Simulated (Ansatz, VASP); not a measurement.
# Pt in VASP and in Ansatz

The input INCAR:

```
PREC = Accurate
ENCUT = 520
EDIFF = 1E-7
ISMEAR = 0
SIGMA = 0.1
LREAL = False
LASPH = True
NELM = 60
ALGO = Normal
ISIF = 2
LWAVE = False
LCHARG = False
GGA = PE
NBANDS = 17
```

Contents of KPOINTS:

```
regular mesh
0
Gamma
  9 9 4
```

File POSCAR:

```
Pt
1.0
    2.6954259457      0.0000000000      0.0000000000
   -1.3477129729      2.3343073430      0.0000000000
    0.0000000000      0.0000000000      4.2646890988
Pt
2
Direct
    0.3333333333      0.6666666667      0.2500000000
    0.6666666667      0.3333333333      0.7500000000
```

Input for Ansatz:

```yaml
crystal:
  lattice:
    - [2.6954259457, 0.0, 0.0]
    - [-1.3477129729, 2.334307343, 0.0]
    - [0.0, 0.0, 4.2646890988]
  atoms:
    - { symbol: Pt, position: [0.3333333333, 0.6666666667, 0.25] }
    - { symbol: Pt, position: [0.6666666667, 0.3333333333, 0.75] }
basis:
  ecutwfc: 420
kpoints:
  mp_grid: { grid: [9, 9, 4] }
hamiltonian:
  xc: pbe
scf:
  occupations: { method: gaussian, width: 0.1 }
output:
  forces: true
  stress: true
  eigenvalues: true
```

Alike in both runs: task single point; functional PBE; k mesh 9 × 9 × 4; occupations gaussian, width 0.1 eV; no spin polarisation.

|  | VASP | Ansatz |
| --- | --- | --- |
| version | VASP 6.6.1 | Ansatz 0.2.0 |
| potentials or method | VASP PAW PBE potentials, release 64 (Pt) | scalar-relativistic, plane waves, PAW |
| plane-wave cutoff (eV) | 520 | 420 |
| valence electrons in the cell | 20 | 36 |

|  | VASP | Ansatz | Ansatz less VASP |
| --- | --- | --- | --- |
| gap on the k mesh at the Fermi level (eV) | none | none | - |
| pressure (GPa) | 60.5 | 61.1 | +0.52 |
| largest component of the traceless stress (GPa) | 11.04 | 11.07 | +0.023 |

A gap of «none» marks a metal or a gap that the smearing closes. The two sets of potentials don't hold the same shells in valence.

Caveats: the k mesh is coarse (spacing up to 0.37 Å⁻¹), so the values aren't converged; the cell as given lies far from equilibrium; so large a pressure means that the cell lies far from this level's equilibrium, or that cutoff or potentials fall short (VASP). Spin-orbit coupling is left out, which matters for the levels of Pt.
